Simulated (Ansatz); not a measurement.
## Bi: zone-centre modes

The calculation used DFT PBE, scalar-relativistic, plane waves, PAW in Ansatz 0.2.0. Plane waves to 420 eV; Γ-centred k mesh 10×20×16; Fermi-Dirac smearing of 0.15 eV. No spin polarisation. Phonons by linear response, acoustic sum rule imposed.

The cell, relaxed at this level:
```xyz
2
Lattice="6.5394 0.0000 0.0000 0.0000 3.2786 0.0000 0.0000 0.0000 3.2827" Properties=species:S:1:pos:R:3 pbc="T T T"
Bi    1.6348    0.0000    1.5243
Bi    4.9045    0.0000    1.7583
```

It was reached by relaxing an invented guess, and it needn't be the stable form of this composition. In a metal, frequencies depend on the k mesh and the smearing, soft modes most. Spin–orbit coupling is left out, which matters for heavy elements. This form isn't the element's ground state: it lies 43 meV/atom above the standard structure at this level.

Optical modes at Γ:
```json
{"frequency (meV)": "≈0", "degeneracy": "1"}
{"frequency (meV)": "1.2", "degeneracy": "1"}
{"frequency (meV)": "7.2", "degeneracy": "1"}
```

All 3 optical modes at Γ are real: no displacement of atoms at fixed cell lowers the energy to second order. Strains and modes at other wave vectors aren't tested by this run.
